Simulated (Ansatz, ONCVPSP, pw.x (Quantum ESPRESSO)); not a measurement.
# What a changed setting does to a pw.x run (bcc Ni)

Potential: optimised norm-conserving Vanderbilt (ONCV), ONCVPSP 4.0.1.1 (patched build), PBE; core [Ar], reference 3d8 4s2; waves: 4s: rc 2.20 bohr, ncon 3, nbas 6, qcut 3.5 1/bohr, 2 projectors, debl 3.8 Ha; p scattering state at 0.14 Ha: rc 2.30 bohr, ncon 4, nbas 7, qcut 3.5 1/bohr, 2 projectors, debl 2.6 Ha; 3d: rc 1.55 bohr, ncon 4, nbas 8, qcut 9.5 1/bohr, 3 projectors, debl 3.9 Ha; local part: polynomial inside 1.00 bohr (lpopt 5, dvloc0 3 Ha); core correction: none. In the p channel the program set the typed energies aside and used 0.050, 2.650 Ha.

The reference run (k-mesh 16³, cutoffs 100/400 Ry, Fermi–Dirac 0.01 Ry, mixing_beta 0.4, conv_thr 1e-9, no spin) gives -1.30 GPa at 10.983 Å³/atom, where all-electron LAPW gives -0.48 GPa. This run, with its own iteration cap, changes degauss to 0.002.

```
&control
  calculation='scf', prefix='x', pseudo_dir='./', outdir='./tmp', tstress=.true., disk_io='none'
/
&system
  ibrav=0, nat=1, ntyp=1, ecutwfc=100, ecutrho=400, nbnd=12,
  occupations='smearing', smearing='fd', degauss=0.002
/
&electrons
  conv_thr=1e-09, mixing_beta=0.4, electron_maxstep=60
/
ATOMIC_SPECIES
Ni 1.0 Ni.UPF
CELL_PARAMETERS angstrom
  -1.40029756 1.40029756 1.40029756
  1.40029756 -1.40029756 1.40029756
  1.40029756 1.40029756 -1.40029756
ATOMIC_POSITIONS crystal
Ni 0.0000 0.0000 0.0000
K_POINTS automatic
16 16 16 0 0 0
```

```bash
pw.x < Ni.scf.in > Ni.scf.out
```

How does the run end?

It converges in 12 iterations; the free energy moves by +58.3 meV/atom and the pressure by -1.05 GPa. In a metal, with Fermi–Dirac smearing, F lies below its zero-width value by a term in the square of the width.

```
Message from routine setup:
     using ibrav=0 with symmetry is DISCOURAGED, use correct ibrav instead
     lattice parameter (alat)  =       4.5833  a.u.
     unit-cell volume          =      74.1170 (a.u.)^3
     number of electrons       =        10.00
     number of Kohn-Sham states=           12
     kinetic-energy cutoff     =     100.0000  Ry
     charge density cutoff     =     400.0000  Ry
     scf convergence threshold =      1.0E-09
     Exchange-correlation= PBE
     number of k points=   145  Fermi-Dirac smearing, width (Ry)=  0.0020
     iteration #  1     ecut=   100.00 Ry     beta= 0.40
     total energy              =     -72.46846543 Ry
     estimated scf accuracy    <       0.00683135 Ry
     iteration #  2     ecut=   100.00 Ry     beta= 0.40
     total energy              =     -72.46993202 Ry
     estimated scf accuracy    <       0.00223066 Ry
     iteration #  3     ecut=   100.00 Ry     beta= 0.40
     total energy              =     -72.47033850 Ry
     estimated scf accuracy    <       0.00061581 Ry
     [... 6 iterations left out ...]
     iteration # 10     ecut=   100.00 Ry     beta= 0.40
     total energy              =     -72.47038739 Ry
     estimated scf accuracy    <          8.0E-09 Ry
     iteration # 11     ecut=   100.00 Ry     beta= 0.40
     total energy              =     -72.47038740 Ry
     estimated scf accuracy    <          3.0E-09 Ry
     iteration # 12     ecut=   100.00 Ry     beta= 0.40
     the Fermi energy is    13.8041 ev
!    total energy              =     -72.47038740 Ry
     estimated scf accuracy    <          7.6E-11 Ry
     smearing contrib. (-TS)   =      -0.00042874 Ry
     The total energy is F=E-TS. E is the sum of the following terms:
     one-electron contribution =      -7.07480953 Ry
     hartree contribution      =      16.13069637 Ry
     xc contribution           =     -12.76191055 Ry
     ewald contribution        =     -68.76393495 Ry
     convergence has been achieved in  12 iterations
          total   stress  (Ry/bohr**3)                   (kbar)     P=      -23.56
     Message from routine punch:
     Nothing written, as per user request (disk_io='none')
```

The run took about 68 s on one core of a shared host (Neoverse-N1, 64 threads, 124 GiB, load 57).
